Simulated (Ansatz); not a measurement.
**Stress against strain in ZnO**

```yaml
crystal:
  lattice:
    - [3.24940, 0.00000, 0.00000]
    - [-1.62470, 2.81406, 0.00000]
    - [0.00000, 0.00000, 5.20380]
  atoms:
    - { symbol: Zn, position: [0.33333, 0.66667, 0.00000] }
    - { symbol: Zn, position: [0.66667, 0.33333, 0.50000] }
    - { symbol: O, position: [0.33333, 0.66667, 0.38210] }
    - { symbol: O, position: [0.66667, 0.33333, 0.88210] }
```

Atoms are numbered in the order listed.

Conventional cell: a = 3.249 Å, b = 3.249 Å, c = 5.204 Å, α = 90.00°, β = 90.00°, γ = 120.00°. Zn (atom 1) has 4 O at 1.97 to 1.99 Å as nearest neighbours. Around O (atom 3) lie 4 Zn at 1.97 to 1.99 Å.

The geometry is COD entry 9004178, unchecked; take it as a test cell.

All numbers below come from DFT, LDA, all-electron LAPW, scalar-relativistic (Ansatz 0.2.0).

Numerical set-up: a Γ-centred 11×11×6 k mesh, Fermi–Dirac smearing of 0.02 eV, basis error target 0.5 meV/atom, no spin polarisation.

The strain is applied along the Cartesian axes of the cell as listed (the other components stay zero). Fractional coordinates are held (clamped ions).

σ is the change of stress from the unstrained cell, which is at -7.03 GPa; tension is positive, so slopes are stress–strain coefficients at that pressure.

Only quantities that a quadratic follows smoothly over the whole series are listed; rougher ones are left out.

```csv
εxx = εyy,σzz (GPa),σxx (GPa)
-0.0300,-4.10,-12.09
-0.0200,-2.61,-7.56
-0.0100,-1.24,-3.55
0.0000,0.00,0.00
0.0100,1.14,3.13
0.0300,3.14,8.28
```

Problem. Fit the series and read off the stiffness at zero strain.

Solution. Least-squares fits y = p0 + p1 x + p2 x² to the rows give σzz (GPa): p1 = 120, p2 = -540; σxx (GPa): p1 = 338, p2 = -2100. So C13 + C23 = 120 GPa and C11 + C12 = 338 GPa, for these axes.

Problem. One run, at εxx = εyy = 0.0200, is withheld. Predict its row.

Solution. The fits give 2.20, 5.93; the run gave 2.18, 5.87.
